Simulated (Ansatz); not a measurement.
Crystal: PbS (Galena).

```
Pb S
1.0
     0.00000    2.96575    2.96575
     2.96575    0.00000    2.96575
     2.96575    2.96575    0.00000
Pb S
1 1
Direct
  0.00000 0.00000 0.00000
  0.50000 0.50000 0.50000
```

Base run:

* Program: Ansatz 0.2.0
* Functional: BLYP
* Potentials or basis: Ansatz PAW
* Cutoff: 420 eV (not typed: the program's choice for these potentials)
* k mesh: 8 × 8 × 8
* Occupations: fermi-dirac, width 0.05 eV
* Spin: no spin polarisation

Its results: pressure 5.9 GPa.

The run is repeated on the same cell with these changes: functional from BLYP to PBE; k mesh from 8 × 8 × 8 to 3 × 3 × 3. What comes out?

Pressure 1.2 GPa.

Several settings changed at once, so the effect can't be laid on one alone.

Caveats: some runs use coarse meshes; the PAW data sets come from PBE, with cores solved anew for the run's functional, which leaves a small shift of forces and pressure (some runs).
